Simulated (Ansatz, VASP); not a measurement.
## MnS: VASP beside Ansatz

```xyz
2
Lattice="0.0294 2.5979 2.6934 2.6021 0.0214 2.7014 2.5687 2.5726 0.0548" Properties=species:S:1:pos:R:3 pbc="T T T"
Mn    0.0000    0.0000    0.0000
S     2.6002    2.5959    2.7248
```

Change from the starting cell: cell strained at random at fixed volume.

Alike in both runs: functional RPBE; k mesh 9 × 9 × 9; occupations tetrahedron; collinear spin; Hubbard terms Mn d U = 3.5 eV.

|  | VASP | Ansatz |
| --- | --- | --- |
| version | VASP 6.6.1 | Ansatz 0.2.0 |
| potentials or method | VASP PAW PBE potentials, release 64 (Mn_pv, S) | Ansatz PAW earlier set |
| plane-wave cutoff (eV) | 520 | 780 |
| valence electrons in the cell | 19 | 21 |
| task | single point | projected density of states |

```tsv
	VASP	Ansatz	Ansatz less VASP
gap on the k mesh at the Fermi level (eV)	0.39	0.70	+0.311
least direct gap on the mesh (eV)	2.38	2.28	-0.100
pressure (GPa)	7.0	7.7	+0.64
largest component of the traceless stress (GPa)	2.81	2.84	+0.028
net moment per atom (μB)	2.50	2.50	0.000
size of the moment on the site where the two differ most (μB)	4.58	4.48	-0.104
```

Site moments also hang on the region over which each program counts them. The programs project onto different local orbitals, so the same U acts differently. The two sets of potentials don't hold the same shells in valence.

Caveats: a cell with one magnetic atom can't hold antiferromagnetic order, which such compounds often take; the PAW data sets were made with another functional, which shifts forces and pressure a little (VASP); an odd mesh through Γ misses points on the zone boundary, where band edges often lie (VASP); the magnetic or orbital state may not be the lowest (Ansatz); odd divisions of the mesh miss points on the zone boundary, where band edges often lie, so the gap on the mesh can be too wide (Ansatz); the PAW data sets come from PBE, with cores solved anew for the run's functional, which leaves a small shift of forces and pressure (Ansatz); the density of states is complete only up to the lowest level of the last band computed (Ansatz). The state reached can hang on the start; a lower one may exist.
